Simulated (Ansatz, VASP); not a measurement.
# Two plane-wave programs on Sn

The input INCAR:

```
ALGO     = Normal         # electronic algorithm
EDIFF    = 1E-6           # SCF threshold, eV
ENCUT    = 520            # plane-wave cutoff, eV
GGA      = PS             # functional
ISIF     = 2              # what is computed and relaxed
ISMEAR   = -1             # smearing method
LASPH    = True           # aspherical terms in the spheres
LCHARG   = True           # write CHGCAR
LELF     = True           # ELF
LREAL    = False          # projectors in reciprocal space
LVHAR    = True         
LWAVE    = False          # write WAVECAR
NBANDS   = 13             # bands
NELM     = 100            # most SCF steps
PREC     = Accurate       # precision mode
SIGMA    = 0.15           # smearing width, eV
```

Contents of KPOINTS:

```
k-points
0
Gamma
  7 7 7
```

POSCAR

```
Sn
1.0
   -1.8946500000      1.8946500000      1.8946500000
    1.8946500000     -1.8946500000      1.8946500000
    1.8946500000      1.8946500000     -1.8946500000
Sn
1
Direct
    0.0000000000      0.0000000000      0.0000000000
```

Input for Ansatz:

```yaml
crystal:
  lattice:
    - [-1.89465, 1.89465, 1.89465]
    - [1.89465, -1.89465, 1.89465]
    - [1.89465, 1.89465, -1.89465]
  atoms:
    - { symbol: Sn, position: [0.0, 0.0, 0.0] }
kpoints:
  mp_grid:
    grid: [7, 7, 7]
hamiltonian:
  xc: pbesol
  pseudopotentials:
    kind: paw
scf:
  occupations:
    method: fermi_dirac
    width: 0.15
output:
  forces: true
  stress: true
```

This isn't the form of Sn at room conditions, which is tetragonal (white tin).

Alike in both runs: task single point; functional PBEsol; k mesh 7 × 7 × 7; occupations fermi-dirac, width 0.15 eV; no spin polarisation.

```csv
,VASP,Ansatz
version,VASP 6.6.1,Ansatz 0.2.0
potentials or method,"VASP PAW PBE potentials, release 64 (Sn_d)","plane waves, PAW"
plane-wave cutoff (eV),520,420
valence electrons in the cell,14,14
```

|  | VASP | Ansatz | Ansatz less VASP |
| --- | --- | --- | --- |
| pressure (GPa) | -1.9 | -1.9 | +0.04 |

Caveats: the PAW data sets were made with another functional, which shifts forces and pressure a little (VASP).
